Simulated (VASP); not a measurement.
# InP (F-43m) in VASP: single point with HSE06

Aim: the single point of InP with HSE06.

Everything below comes from runs of VASP 6.6.1. Logs are shortened: lines on timing, memory, paths and dates and some standing lists are left out, and cuts for length are marked.

**What was measured.**

From a printed reference work, data compilation, for a bulk crystal of InP at 1.6 K: band gap 1.4236 eV (direct).

How close the calculation comes is told below.

### Step 1. The cell of the first run

The structure is cubic, space group F-43m (No. 216). The conventional cell has a = 5.908 Å, b = 5.908 Å, c = 5.908 Å, α = 90.00°, β = 90.00°, γ = 90.00°. Within 3.4 Å of In (site symmetry -43m) lie 4 P at 2.56 Å. Within 3.4 Å of P (site symmetry -43m) lie 4 In at 2.56 Å.

### Step 2. Single point, HSE06

POSCAR

```
InP
1.0
    0.0000000000      2.9538133435      2.9538133435
    2.9538133435      0.0000000000      2.9538133435
    2.9538133435      2.9538133435      0.0000000000
In P
1 1
Direct
    0.0000000000      0.0000000000      0.0000000000
    0.2500000000      0.2500000000      0.2500000000
```

INCAR.step1

```
PREC = Accurate
ENCUT = 520
EDIFF = 1E-5
ISMEAR = 0
SIGMA = 0.01
LREAL = F
LASPH = T
NELM = 60
ALGO = Normal
ISIF = 2
LWAVE = T
LCHARG = F
GGA = PE
NBANDS = 16
```

INCAR.step2

```
PREC = Accurate
ENCUT = 520
EDIFF = 1E-7
ISMEAR = 0
SIGMA = 0.01
LREAL = F
LASPH = T
NELM = 60
ALGO = Normal
ISIF = 2
LWAVE = F
LCHARG = F
GGA = PE
LHFCALC = T
HFSCREEN = 0.2079
PRECFOCK = Normal
ISTART = 1
NBANDS = 16
```

KPOINTS

```
regular mesh
0
Gamma
  6 6 6
```

Potentials or basis: VASP PAW PBE potentials, release 64 (In_d, P).

Started as:

```
$ cat potpaw_PBE.64/In_d/POTCAR potpaw_PBE.64/P/POTCAR > POTCAR
$ cp INCAR.step1 INCAR
$ mpirun -np 1 vasp_std > vasp.out
$ cp INCAR.step2 INCAR
$ mpirun -np 1 vasp_std > vasp.out
```

OUTCAR:

```text
PREC = Accurate
   ENCUT = 520
   EDIFF = 1E-7
   ISMEAR = 0
   LREAL = F
   LASPH = T
   NELM = 60
   ISIF = 2
   GGA = PE
   LHFCALC = T
   HFSCREEN = 0.2079
   PRECFOCK = Normal
   ISTART = 1

 ion  position               nearest neighbor table
   1  0.000  0.000  0.000-   2 2.56   2 2.56   2 2.56   2 2.56
   2  0.250  0.250  0.250-   1 2.56   1 2.56   1 2.56   1 2.56

  LATTYP: Found a face centered cubic cell.
 ALAT       =     5.9076266870

  Lattice vectors:

 A1 = (   0.0000000000,   2.9538133435,   2.9538133435)
 A2 = (   2.9538133435,   0.0000000000,   2.9538133435)
 A3 = (   2.9538133435,   2.9538133435,   0.0000000000)

Analysis of symmetry for initial positions (statically):
=====================================================================
 Subroutine PRICEL returns:
 Original cell was already a primitive cell.

 Routine SETGRP: Setting up the symmetry group for a
 face centered cubic supercell.

 Subroutine GETGRP returns: Found 24 space group operations
 (whereof 24 operations were pure point group operations)
 out of a pool of 48 trial point group operations.

The static configuration has the point symmetry T_d .

Analysis of symmetry for dynamics (positions and initial velocities):
=====================================================================
 Subroutine PRICEL returns:
 Original cell was already a primitive cell.

 Routine SETGRP: Setting up the symmetry group for a
 face centered cubic supercell.

 Subroutine GETGRP returns: Found 24 space group operations
 (whereof 24 operations were pure point group operations)
 out of a pool of 48 trial point group operations.

The dynamic configuration has the point symmetry T_d .

 Subroutine INISYM returns: Found 24 space group operations
 (whereof 24 operations are pure point group operations),
 and found     1 'primitive' translations

----------------------------------------------------------------------------------------

                                     Primitive cell

  volume of cell :      51.5441

  direct lattice vectors                    reciprocal lattice vectors
     0.000000000  2.953813343  2.953813343    -0.169272714  0.169272714  0.169272714
     2.953813343  0.000000000  2.953813343     0.169272714 -0.169272714  0.169272714
     2.953813343  2.953813343  0.000000000     0.169272714  0.169272714 -0.169272714

  length of vectors
     4.177322891  4.177322891  4.177322891     0.293188940  0.293188940  0.293188940

  position of ions in fractional coordinates (direct lattice)
     0.000000000  0.000000000  0.000000000
     0.250000000  0.250000000  0.250000000

  ion indices of the primitive-cell ions
   primitive index   ion index
                 1           1
                 2           2

----------------------------------------------------------------------------------------

 KPOINTS: regular mesh

Automatic generation of k-mesh.
 Grid dimensions read from file:
 generate k-points for:    6    6    6

 Generating k-lattice:

  Cartesian coordinates                     Fractional coordinates (reciprocal lattice)
    -0.028212119  0.028212119  0.028212119     0.166666667  0.000000000  0.000000000
     0.028212119 -0.028212119  0.028212119     0.000000000  0.166666667  0.000000000
     0.028212119  0.028212119 -0.028212119     0.000000000  0.000000000  0.166666667

  Length of vectors
     0.048864823  0.048864823  0.048864823

  Shift w.r.t. Gamma in fractional coordinates (k-lattice)
     0.000000000  0.000000000  0.000000000

 Subroutine IBZKPT returns following result:
 ===========================================

 Found     16 irreducible k-points:

 Following reciprocal coordinates:
            Coordinates               Weight
  0.000000  0.000000  0.000000      1.000000
  0.166667  0.000000  0.000000      8.000000
  0.333333  0.000000  0.000000      8.000000
  0.500000  0.000000  0.000000      4.000000
  0.166667  0.166667  0.000000      6.000000
  0.333333  0.166667  0.000000     24.000000
[... 8 lines left out ...]
 -0.333333  0.333333  0.166667     24.000000
 -0.333333  0.500000  0.166667     12.000000
   k-points           NKPTS =     16   k-points in BZ     NKDIM =    216   number of bands    NBANDS=     16
   number of dos      NEDOS =    301   number of ions     NIONS =      2
   total plane-waves  NPLWV =  32768
   dimension x,y,z NGX =    32 NGY =   32 NGZ =   32
   dimension x,y,z NGXF=    64 NGYF=   64 NGZF=   64
   ions per type =               1   1
   NGX,Y,Z   is equivalent  to a cutoff of  12.74, 12.74, 12.74 a.u.
   NGXF,Y,Z  is equivalent  to a cutoff of  25.47, 25.47, 25.47 a.u.
 SYSTEM =  unknown system
   PREC   = accura    normal or accurate (medium, high low for compatibility)
   ISTART =      1    job   : 0-new  1-cont  2-samecut
   ICHARG =      0    charge: 1-file 2-atom 10-const
   ISPIN  =      1    spin polarized calculation?
   LNONCOLLINEAR =      F non collinear calculations
   LSORBIT =      F    spin-orbit coupling
   LASPH  =      T    aspherical Exc in radial PAW
   ENCUT  =  520.0 eV  38.22 Ry    6.18 a.u.   7.77  7.77  7.77*2*pi/ulx,y,z
   NELM   =     60;   NELMIN=  2; NELMDL=  0     # of ELM steps
   EDIFF  = 0.1E-06   stopping-criterion for ELM
   LREAL  =      F    real-space projection
   EDIFFG = 0.1E-05   stopping-criterion for IOM
   NSW    =      0    number of steps for IOM
   IBRION =     -1    ionic relax: 0-MD 1-quasi-New 2-CG
   NFREE  =      0    steps in history (QN), initial steepest desc. (CG)
   ISIF   =      2    stress and relaxation
   ISYM   =      3    0-nonsym 1-usesym 2-fastsym
   POTIM  = 0.5000    time-step for ionic-motion
   TEBEG  =    0.0;   TEEND  =   0.0 temperature during run
   PSTRESS=    0.0 pullay stress
   NELECT =      18.0000    total number of electrons
   NUPDOWN=      -1.0000    fix difference up-down
   EMIN   =  10.00;   EMAX   =-10.00  energy-range for DOS
   EFERMI =   0.00;   METHOD = LEGACY
   ISMEAR =     0;   SIGMA  =   0.01  broadening in eV -4-tet -1-fermi 0-gaus
   EFERMI_NEDOS =   21; number of points for ismear=-14 and -15
   IALGO  =     38    algorithm
   IMIX   =      1    mixing-type and parameters
     AMIX     =   0.40;   BMIX     =  1.00
     AMIX_MAG =   1.60;   BMIX_MAG =  1.00
  volume/ion in A,a.u.               =      25.77       173.92
  Fermi-wavevector in a.u.,A,eV,Ry     =   1.152850  2.178570 18.082986  1.329062
  Thomas-Fermi vector in A             =   2.289498
   LORBIT       =      0    0 simple, 1 ext, 2 COOP (PROOUT), +10 PAW based schemes
   GGA     = PE    functional components
   LHFCALC =     T    Hartree Fock is set to
   PRECFOCK=normal    Normal, Fast or Accurate (Low or Medium for compatibility)
   ENCUT4O =  -1.0   cutoff for four orbital integrals eV
   NKREDX  =     1    reduce k-point grid by
   NKREDY  =     1    reduce k-point grid by
   NKREDZ  =     1    reduce k-point grid by
   AEXX    =    0.2500 exact exchange contribution
   HFSCREEN=    0.2079 screening length (either q_TF or 0.3 A-1)
   HFSCREENC=   0.2079 screening length for correlation (either q_TF or 0.3 A-1)
   ENCUTFOCK=  -1.0 apply spherical cutoff to Coloumb kernel
   IVDW    =     0    specifies the selected vdW correction
   LEPSILON=     F    determine dielectric tensor
   LRPA    =     F    only Hartree local field effects (RPA)
 non-spin polarized calculation
 Gauss-broadening in eV      SIGMA  =   0.01
  energy-cutoff  :      520.00
  volume of cell :       51.54
 maximum number of plane-waves:      1411
  NGX = 24; NGY = 24; NGZ = 24

 number of electron      18.0000009 magnetization

 Free energy of the ion-electron system (eV)
  ---------------------------------------------------
  ext. energy  EPLUGINS =         0.00000000
  ---------------------------------------------------
  free energy    TOTEN  =        -9.98565758 eV

  energy without entropy =       -9.98565758  energy(sigma->0) =       -9.98565758

 E-fermi :   4.5965     XC(G=0):  -7.6478

 val. band max:        4.5142894834   @ k =   0.0000   0.0000   0.0000
 cond. band min:       5.8675655963   @ k =   0.0000   0.0000   0.0000
 fundamental gap:      1.3532761129
 Fermi energy:         4.5964554025

 k-point     1 :       0.0000    0.0000    0.0000
  band No.  band energies     occupation
      1     -11.3311      2.00000
      2     -11.3311      2.00000
      3     -11.3311      2.00000
      4     -11.1811      2.00000
      5     -11.1811      2.00000
      6      -8.0577      2.00000
[... 8 lines left out ...]
     15      14.9678      0.00000
     16      14.9678      0.00000

 k-point     2 :       0.1667    0.0000    0.0000
  band No.  band energies     occupation
      1     -11.3584      2.00000
      2     -11.3194      2.00000
      3     -11.3194      2.00000
      4     -11.1808      2.00000
      5     -11.1808      2.00000
      6      -7.7299      2.00000
[... 8 lines left out ...]
     15      14.0692      0.00000
     16      14.8927      0.00000

 k-point     3 :       0.3333    0.0000    0.0000
  band No.  band energies     occupation
      1     -11.4104      2.00000
      2     -11.3005      2.00000
      3     -11.3005      2.00000
      4     -11.1754      2.00000
      5     -11.1754      2.00000
      6      -6.8856      2.00000
[... 8 lines left out ...]
     15      14.5989      0.00000
     16      14.5989      0.00000

 k-point     4 :       0.5000    0.0000    0.0000
  band No.  band energies     occupation
      1     -11.4351      2.00000
      2     -11.2937      2.00000
      3     -11.2937      2.00000
      4     -11.1698      2.00000
      5     -11.1698      2.00000
      6      -6.2663      2.00000
[... 8 lines left out ...]
     15      16.2821      0.00000
     16      16.2821      0.00000
[... 172 lines left out ...]
 k-point    14 :       0.5000    0.3333    0.1667
  band No.  band energies     occupation
      1     -11.4496      2.00000
      2     -11.2791      2.00000
      3     -11.2627      2.00000
      4     -11.1989      2.00000
      5     -11.1651      2.00000
      6      -6.2278      2.00000
[... 8 lines left out ...]
     15      16.6835      0.00000
     16      17.4280      0.00000

 k-point    15 :      -0.3333    0.3333    0.1667
  band No.  band energies     occupation
      1     -11.4586      2.00000
      2     -11.2791      2.00000
      3     -11.2526      2.00000
      4     -11.1940      2.00000
      5     -11.1695      2.00000
      6      -5.7377      2.00000
[... 8 lines left out ...]
     15      16.6480      0.00000
     16      17.2489      0.00000

 k-point    16 :      -0.3333    0.5000    0.1667
  band No.  band energies     occupation
      1     -11.4770      2.00000
      2     -11.2625      2.00000
      3     -11.2396      2.00000
      4     -11.2077      2.00000
      5     -11.1619      2.00000
      6      -5.5275      2.00000
[... 8 lines left out ...]
     15      16.9463      0.00000
     16      17.6265      0.00000

------------------------ aborting loop because EDIFF is reached ----------------------------------------

  FORCE on cell =-STRESS in cart. coord.  units (eV):
  Direction    XX          YY          ZZ          XY          YZ          ZX
  --------------------------------------------------------------------------------------
  -------------------------------------------------------------------------------------
  Total       -0.0990106     -0.0990106     -0.0990106      0.0000000      0.0000000      0.0000000
  in kB       -3.0776058     -3.0776058     -3.0776058      0.0000000      0.0000000      0.0000000
  external PRESSURE =      -3.0776058 kB  Pullay stress =       0.0000000 kB

 VOLUME and BASIS-vectors are now :
 -----------------------------------------------------------------------------
  energy-cutoff  :      520.00
  volume of cell :       51.54
      direct lattice vectors                 reciprocal lattice vectors
     0.000000000  2.953813343  2.953813343    -0.169272714  0.169272714  0.169272714
     2.953813343  0.000000000  2.953813343     0.169272714 -0.169272714  0.169272714
     2.953813343  2.953813343  0.000000000     0.169272714  0.169272714 -0.169272714

 POSITION                                       TOTAL-FORCE (eV/Angst)
 -----------------------------------------------------------------------------------
      0.00000      0.00000      0.00000         0.000000      0.000000      0.000000
      1.47691      1.47691      1.47691        -0.000000     -0.000000     -0.000000
 -----------------------------------------------------------------------------------
    total drift:                                0.000008      0.000010      0.000006

  FREE ENERGIE OF THE ION-ELECTRON SYSTEM (eV)
  ---------------------------------------------------
  free  energy   TOTEN  =        -9.9856575806 eV

  energy  without entropy=       -9.9856575806  energy(sigma->0) =       -9.98565758
```

It took 55 min on 1 thread of Intel Xeon Platinum 8259CL at 2.50GHz (Skylake/Cascade Lake), shared host; peak memory 0.3 GiB.

Results:

```yaml
Free_energy: -9.9857 eV
Pressure: -0.3 GPa
Band_gap_on_the_k_mesh: 1.35 eV
```

Caveat: the PAW data sets were made with another functional, which shifts forces and pressure a little; spin-orbit coupling is left out, which moves the levels of the heavy elements.

### Step 3. Comparison with measurements

Step 2. Measured gap of InP: 1.4236 eV (direct; 1.6 K; a printed reference work, data compilation). This calculation gives 1.35 eV (-0.07 eV). Spin-orbit coupling on In is left out. The value is that of HSE06, without temperature or zero-point motion.
